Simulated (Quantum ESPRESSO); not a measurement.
Runs of Quantum ESPRESSO 7.5 on Pt. Symmetry: Fm-3m, No. 225, cubic system. Conventional cell: a = 3.922 Å, b = 3.922 Å, c = 3.922 Å, α = 90.00°, β = 90.00°, γ = 90.00°. Around Pt (site symmetry m-3m) lie 12 Pt at 2.77 Å. 

```tsv
task	level	potentials or basis	cutoff (eV)	form of the LDA correlation	gap on the mesh (eV)	pressure (GPa)	V0 of scaled cells (Å³/atom)	B0 (GPa)
band structure	PBEsol	PseudoDojo 0.4.1 SR PBEsol standard	1143	-	none	(a)	-	-
equation of state	PBEsol	PseudoDojo 0.4.1 SR PBEsol standard	1143	-	-	-	15.02	287
band structure	LDA	PseudoDojo 0.4.1 SR LDA standard	1034	PW92	none	(b)	-	-
equation of state	LDA	PseudoDojo 0.4.1 SR LDA standard	1034	PW92	-	-	14.74	307
```

Alike in all rows: no spin polarisation; cell as given; k mesh 12 × 12 × 12; smearing fermi-dirac 0.05 eV.

Q: Estimate the missing entries.

A: (a) -1.1; (b) -7.4.

Caveats: spin-orbit coupling is left out, which moves the levels of the heavy elements (some runs).

A k mesh can miss the band edges, and the runs leave out spin-orbit coupling on Pt.

A gap of «none» marks a metal or a gap under the smearing width.

Runs at the PBE level aren't shown here.
